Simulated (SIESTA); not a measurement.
## InPd under changes of volume

One of the cells (17.513 Å³/atom); the others are scaled copies at fixed shape and fractional positions:

```xyz
2
Lattice="3.2719 0.0000 0.0000 0.0000 3.2719 0.0000 0.0000 0.0000 3.2719" Properties=species:S:1:pos:R:3 pbc="T T T"
In    0.0000    0.0000    0.0000
Pd    1.6359    1.6359    1.6359
```

The cell comes from a database or a generator and needn't be the stable form of this composition.

* Program: SIESTA 5.4.2
* Functional: LDA
* Potentials or basis: PseudoDojo 0.4 standard (LDA files)
* Basis: DZP (energy shift 0.003 Ry; two zetas on semicore shells)
* Grid cutoff: 800 Ry
* Energy shift: 0.003 Ry
* k mesh: 8 × 8 × 8
* Occupations: fermi-dirac, width 0.05 eV
* Spin: no spin polarisation

```csv
volume (Å³/atom),energy over the lowest point (meV/atom),pressure (GPa)
16.462,0.58,2.0
16.813,0.00,-1.4
17.163,?,?
17.513,18.72,-6.9
17.863,36.18,-9.0
18.214,58.19,-11.0
18.564,84.10,-12.6
```

Q: What does the run at 17.163 Å³/atom give?

A: Energy over the lowest point 6.36 meV/atom; pressure -4.4 GPa.

Worked out: A Birch-Murnaghan fit of order 3 (a polynomial in V^(-2/3)) to the other rows has its minimum at 16.66 Å³/atom with B0 = V·E''(V) = 159 GPa and B' = 5.7. It gives 6.37 meV/atom at 17.163 Å³/atom, against the run's 6.36, and -dE/dV = -4.3 GPa, against -4.4.

Energies are extrapolated to zero smearing.

Caveats: the basis of atomic orbitals isn't converged, which shifts pressures, moduli and gaps.
